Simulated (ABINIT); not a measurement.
# Pb (Fm-3m) in ABINIT: settings compared

One crystal, Pb, is run at these levels: PBEsol, RPBE, LDA-VWN; tasks: equation of state, band structure.

Everything below comes from runs of ABINIT 10.8.3 (patched build). Logs are shortened: lines on timing, memory, paths and dates and some standing lists are left out, and cuts for length are marked. The log counts tension as positive stress, the text compression.

## Step 1: The crystal as given

Symmetry: Fm-3m, No. 225, cubic system. The conventional cell has a = 4.950 Å, b = 4.950 Å, c = 4.950 Å, α = 90.00°, β = 90.00°, γ = 90.00°. Pb (site symmetry m-3m) has 12 Pb at 3.50 Å as nearest neighbours.

## Step 2: Equation of state, PBEsol

File run.abi:

```
ndtset 7
getwfk -1
scalecart1 3*0.9795861087
scalecart2 3*0.9864848297
scalecart3 3*0.9932883884
scalecart4 3*1.0000000000
scalecart5 3*1.0066227096
scalecart6 3*1.0131594038
scalecart7 3*1.0196128224

pp_dirpath "./"
pseudos "Pb.GGA_PBE-JTH.xml"

acell 3*1.0 Angstrom
rprim
     0.0000000000     2.4750200000     2.4750200000
     2.4750200000     0.0000000000     2.4750200000
     2.4750200000     2.4750200000     0.0000000000
ntypat 1
znucl 82
natom 1
typat 1
xred
     0.0000000000     0.0000000000     0.0000000000

ecut 17.0
pawecutdg 34.0

kptopt 1
ngkpt 9 9 9
nshiftk 1
shiftk 0.0 0.0 0.0

ixc -116133

nband 11
occopt 3
tsmear 0.05 eV

nstep 100
tolvrs 1.0e-9

iomode 3
prtwf 1
prtden 0
prteig 0
prtebands 0
```

Potentials or basis: JTH PAW PBE v2.0.

Run with:

```console
> abinit run.abi > log 2>&1
```

run.abo:

```text
.Version 10.8.3 of ABINIT
 DATASET    1 : space group Fm -3 m (#225); Bravais cF (face-center cubic)
================================================================================
 Values of the parameters that define the memory need for DATASET  1.
     intxc =       0    ionmov =       0      iscf =      17    lmnmax =      18
     lnmax =       6     mgfft =      27  mpssoang =       3    mqgrid =    3001
     natom =       1  nloc_mem =       2    nspden =       1   nspinor =       1
    nsppol =       1      nsym =      48    n1xccc =       1    ntypat =       1
    occopt =       3   xclevel =       2
       mpw =         652          nfft =       19683          nkpt =          35
 PAW method is used; the additional fine FFT grid is defined by:
   mgfftf=        36    nfftf =     46656
================================================================================
================================================================================

 DATASET    2 : space group Fm -3 m (#225); Bravais cF (face-center cubic)
================================================================================
 Values of the parameters that define the memory need for DATASET  2.
     intxc =       0    ionmov =       0      iscf =      17    lmnmax =      18
     lnmax =       6     mgfft =      27  mpssoang =       3    mqgrid =    3001
     natom =       1  nloc_mem =       2    nspden =       1   nspinor =       1
    nsppol =       1      nsym =      48    n1xccc =       1    ntypat =       1
    occopt =       3   xclevel =       2
       mpw =         680          nfft =       19683          nkpt =          35
 PAW method is used; the additional fine FFT grid is defined by:
   mgfftf=        36    nfftf =     46656
================================================================================
================================================================================
[... 57 lines left out ...]
 DATASET    7 : space group Fm -3 m (#225); Bravais cF (face-center cubic)
================================================================================
 Values of the parameters that define the memory need for DATASET  7.
     intxc =       0    ionmov =       0      iscf =      17    lmnmax =      18
     lnmax =       6     mgfft =      27  mpssoang =       3    mqgrid =    3001
     natom =       1  nloc_mem =       2    nspden =       1   nspinor =       1
    nsppol =       1      nsym =      48    n1xccc =       1    ntypat =       1
    occopt =       3   xclevel =       2
       mpw =         745          nfft =       19683          nkpt =          35
 PAW method is used; the additional fine FFT grid is defined by:
   mgfftf=        36    nfftf =     46656
================================================================================
================================================================================

--------------------------------------------------------------------------------
------------- Echo of variables that govern the present computation ------------
--------------------------------------------------------------------------------
 -outvars: echo values of preprocessed input variables --------
            acell      1.8897261259E+00  1.8897261259E+00  1.8897261259E+00 Bohr
              amu      2.07200000E+02
             ecut      1.70000000E+01 Hartree
           getwfk          -1
              ixc     -116133
           jdtset        1    2    3    4    5    6    7
         kptrlatt        9    0    0      0    9    0      0    0    9
          kptrlen1     5.83146543E+01
          kptrlen2     5.87253344E+01
          kptrlen3     5.91303495E+01
          kptrlen4     5.95298910E+01
          kptrlen5     5.99241402E+01
          kptrlen6     6.03132689E+01
          kptrlen7     6.06974402E+01
            natom           1
            nband          11
           ndtset           7
            ngfft          27      27      27
          ngfftdg          36      36      36
             nkpt          35
            nstep         100
             nsym          48
           ntypat           1
           occopt           3
        pawecutdg      3.40000000E+01 Hartree
         pawxcdev           0
           prtden           0
        prtebands           0
           prteig           0
            rprim1     0.0000000000E+00  2.4244952108E+00  2.4244952108E+00
                       2.4244952108E+00  0.0000000000E+00  2.4244952108E+00
                       2.4244952108E+00  2.4244952108E+00  0.0000000000E+00
            rprim2     0.0000000000E+00  2.4415696832E+00  2.4415696832E+00
                       2.4415696832E+00  0.0000000000E+00  2.4415696832E+00
                       2.4415696832E+00  2.4415696832E+00  0.0000000000E+00
            rprim3     0.0000000000E+00  2.4584086271E+00  2.4584086271E+00
                       2.4584086271E+00  0.0000000000E+00  2.4584086271E+00
                       2.4584086271E+00  2.4584086271E+00  0.0000000000E+00
            rprim4     0.0000000000E+00  2.4750200000E+00  2.4750200000E+00
                       2.4750200000E+00  0.0000000000E+00  2.4750200000E+00
                       2.4750200000E+00  2.4750200000E+00  0.0000000000E+00
            rprim5     0.0000000000E+00  2.4914113387E+00  2.4914113387E+00
                       2.4914113387E+00  0.0000000000E+00  2.4914113387E+00
                       2.4914113387E+00  2.4914113387E+00  0.0000000000E+00
            rprim6     0.0000000000E+00  2.5075897876E+00  2.5075897876E+00
                       2.5075897876E+00  0.0000000000E+00  2.5075897876E+00
                       2.5075897876E+00  2.5075897876E+00  0.0000000000E+00
            rprim7     0.0000000000E+00  2.5235621277E+00  2.5235621277E+00
                       2.5235621277E+00  0.0000000000E+00  2.5235621277E+00
                       2.5235621277E+00  2.5235621277E+00  0.0000000000E+00
          spgroup         225
           tolvrs      1.00000000E-09
           tsmear      1.83746611E-03 Hartree
            typat      1
           useylm           1
            znucl       82.00000

================================================================================

 chkinp: Checking input parameters for consistency, jdtset=   1.

 chkinp: Checking input parameters for consistency, jdtset=   2.

 chkinp: Checking input parameters for consistency, jdtset=   3.

 chkinp: Checking input parameters for consistency, jdtset=   4.

 chkinp: Checking input parameters for consistency, jdtset=   5.

 chkinp: Checking input parameters for consistency, jdtset=   6.

 chkinp: Checking input parameters for consistency, jdtset=   7.

================================================================================
== DATASET  1 ==================================================================
[... 9 lines left out ...]
 Real(R)+Recip(G) space primitive vectors, cartesian coordinates (Bohr,Bohr^-1):
 R(1)=  0.0000000  4.5816319  4.5816319  G(1)= -0.1091314  0.1091314  0.1091314
 R(2)=  4.5816319  0.0000000  4.5816319  G(2)=  0.1091314 -0.1091314  0.1091314
 R(3)=  4.5816319  4.5816319  0.0000000  G(3)=  0.1091314  0.1091314 -0.1091314
 Unit cell volume ucvol=  1.9234929E+02 bohr^3
 Angles (23,13,12)=  6.00000000E+01  6.00000000E+01  6.00000000E+01 degrees

 Coarse grid specifications (used for wave-functions):

 getcut: wavevector=  0.0000  0.0000  0.0000  ngfft=  27  27  27
         ecut(hartree)=     17.000   => boxcut(ratio)=   2.16516

 Fine grid specifications (used for densities):

 getcut: wavevector=  0.0000  0.0000  0.0000  ngfft=  36  36  36
         ecut(hartree)=     34.000   => boxcut(ratio)=   2.11672

--- Pseudopotential description ------------------------------------------------
- pspini: atom type   1  psp file is ./Pb.GGA_PBE-JTH.xml
 Pseudopotential format is: paw10
 basis_size (lnmax)=  6 (lmn_size= 18), orbitals=   0   0   1   1   2   2
 Spheres core radius: rc_sph= 2.40264019
 Shapefunction is BESSEL type: shapef(r,l)=aa(1,l)*jl(q(1,l)*r)+aa(2,l)*jl(q(2,l)*r)
 Radius for shape functions =  2.00872932
 Compensation charge density is not taken into account in XC energy/potential

   3.29629720E+02                                ecore*ucvol(ha*bohr**3)
--------------------------------------------------------------------------------

[... 7 lines left out ...]

     iter   Etot(hartree)      deltaE(h)  residm     nres2
 ETOT  1  -60.604368055385    -6.060E+01 3.644E+00 1.168E+00
 ETOT  2  -61.238359676337    -6.340E-01 1.524E-01 6.849E-01
 ETOT  3  -61.238104056742     2.556E-04 4.264E-02 1.606E-01
 ETOT  4  -61.238026954125     7.710E-05 2.178E-02 3.637E-02
 ETOT  5  -61.237977516841     4.944E-05 1.094E-02 1.054E-03
 ETOT  6  -61.237979850014    -2.333E-06 8.869E-03 4.703E-04
 ETOT  7  -61.237978831212     1.019E-06 2.249E-03 1.530E-05
 ETOT  8  -61.237978891398    -6.019E-08 2.916E-03 4.435E-07
 ETOT  9  -61.237978898609    -7.211E-09 1.341E-03 8.172E-08
 ETOT 10  -61.237978898711    -1.023E-10 6.231E-04 4.059E-09
 ETOT 11  -61.237978898724    -1.333E-11 2.973E-04 1.237E-10
[... 1126 lines left out ...]
--- !EnergyTermsWithPAWCore
iteration_state     : {dtset: 7, }
comment             : 'Components of total free energy, including PAW core contributions'
Total energy        : -2.08765280256731E+04
Total energy DC     : -2.08765280281615E+04
Total energy (eV)   : -5.68079267581638E+05
Total energy DC (eV): -5.68079267649351E+05
...

 Cartesian components of stress tensor (hartree/bohr^3)
  sigma(1 1)=  1.62149391E-04  sigma(3 2)=  0.00000000E+00
  sigma(2 2)=  1.62149391E-04  sigma(3 1)=  0.00000000E+00
  sigma(3 3)=  1.62149391E-04  sigma(2 1)=  0.00000000E+00

-Cartesian components of stress tensor (GPa)         [Pressure= -4.7706E+00 GPa]
- sigma(1 1)=  4.77059979E+00  sigma(3 2)=  0.00000000E+00
- sigma(2 2)=  4.77059979E+00  sigma(3 1)=  0.00000000E+00
- sigma(3 3)=  4.77059979E+00  sigma(2 1)=  0.00000000E+00

== END DATASET(S) ==============================================================
================================================================================

 -outvars: echo values of variables after computation  --------
            acell      1.8897261259E+00  1.8897261259E+00  1.8897261259E+00 Bohr
           etotal1    -6.1237978899E+01
           etotal2    -6.1238329359E+01
           etotal3    -6.1238442072E+01
           etotal4    -6.1238442970E+01
           etotal5    -6.1238313165E+01
           etotal6    -6.1238043364E+01
           etotal7    -6.1237699269E+01
            fcart1    -0.0000000000E+00 -0.0000000000E+00 -0.0000000000E+00
            fcart2    -0.0000000000E+00 -0.0000000000E+00 -0.0000000000E+00
            fcart3    -0.0000000000E+00 -0.0000000000E+00 -0.0000000000E+00
            fcart4    -0.0000000000E+00 -0.0000000000E+00 -0.0000000000E+00
            fcart5    -0.0000000000E+00 -0.0000000000E+00 -0.0000000000E+00
            fcart6    -0.0000000000E+00 -0.0000000000E+00 -0.0000000000E+00
            fcart7    -0.0000000000E+00 -0.0000000000E+00 -0.0000000000E+00
            rprim1     0.0000000000E+00  2.4244952108E+00  2.4244952108E+00
                       2.4244952108E+00  0.0000000000E+00  2.4244952108E+00
                       2.4244952108E+00  2.4244952108E+00  0.0000000000E+00
            rprim2     0.0000000000E+00  2.4415696832E+00  2.4415696832E+00
                       2.4415696832E+00  0.0000000000E+00  2.4415696832E+00
                       2.4415696832E+00  2.4415696832E+00  0.0000000000E+00
            rprim3     0.0000000000E+00  2.4584086271E+00  2.4584086271E+00
                       2.4584086271E+00  0.0000000000E+00  2.4584086271E+00
                       2.4584086271E+00  2.4584086271E+00  0.0000000000E+00
            rprim4     0.0000000000E+00  2.4750200000E+00  2.4750200000E+00
                       2.4750200000E+00  0.0000000000E+00  2.4750200000E+00
                       2.4750200000E+00  2.4750200000E+00  0.0000000000E+00
            rprim5     0.0000000000E+00  2.4914113387E+00  2.4914113387E+00
                       2.4914113387E+00  0.0000000000E+00  2.4914113387E+00
                       2.4914113387E+00  2.4914113387E+00  0.0000000000E+00
            rprim6     0.0000000000E+00  2.5075897876E+00  2.5075897876E+00
                       2.5075897876E+00  0.0000000000E+00  2.5075897876E+00
                       2.5075897876E+00  2.5075897876E+00  0.0000000000E+00
            rprim7     0.0000000000E+00  2.5235621277E+00  2.5235621277E+00
                       2.5235621277E+00  0.0000000000E+00  2.5235621277E+00
                       2.5235621277E+00  2.5235621277E+00  0.0000000000E+00
           strten1    -2.2712441525E-05 -2.2712441525E-05 -2.2712441525E-05
                       0.0000000000E+00  0.0000000000E+00  0.0000000000E+00
           strten2     1.8627941783E-05  1.8627941783E-05  1.8627941783E-05
                       0.0000000000E+00  0.0000000000E+00  0.0000000000E+00
           strten3     5.5493526784E-05  5.5493526784E-05  5.5493526784E-05
                       0.0000000000E+00  0.0000000000E+00  0.0000000000E+00
           strten4     8.7610366219E-05  8.7610366219E-05  8.7610366219E-05
                       0.0000000000E+00  0.0000000000E+00  0.0000000000E+00
           strten5     1.1562888660E-04  1.1562888660E-04  1.1562888660E-04
                       0.0000000000E+00  0.0000000000E+00  0.0000000000E+00
           strten6     1.4036606956E-04  1.4036606956E-04  1.4036606956E-04
                       0.0000000000E+00  0.0000000000E+00  0.0000000000E+00
           strten7     1.6214939122E-04  1.6214939122E-04  1.6214939122E-04
                       0.0000000000E+00  0.0000000000E+00  0.0000000000E+00
 Calculation completed.
```

Wall time 68 s (1 thread of Arm Neoverse V1, shared host); peak memory 0.13 GiB.

Results:

```yaml
Equilibrium_volume: "29.97 Å³/atom (rough: see the caveat)"
Bulk_modulus: 52 GPa (rough)
```

Energy against volume, from the lowest point:
```tsv
volume (Å³/atom)	energy (meV/atom)
28.503	12.63
29.110	3.09
29.716	0.02
30.323	0.00
30.929	3.53
31.535	10.87
32.142	20.24
```

Caveat: the cutoff is too short for stress, so the log's stress isn't used; pressures at fixed basis lie under the slope of the energies; the fit is doubtful: noisy points or a state that changes with volume; the PAW data sets were made with another functional, which shifts forces and pressure a little.

(Continued in part 2 of 3.)
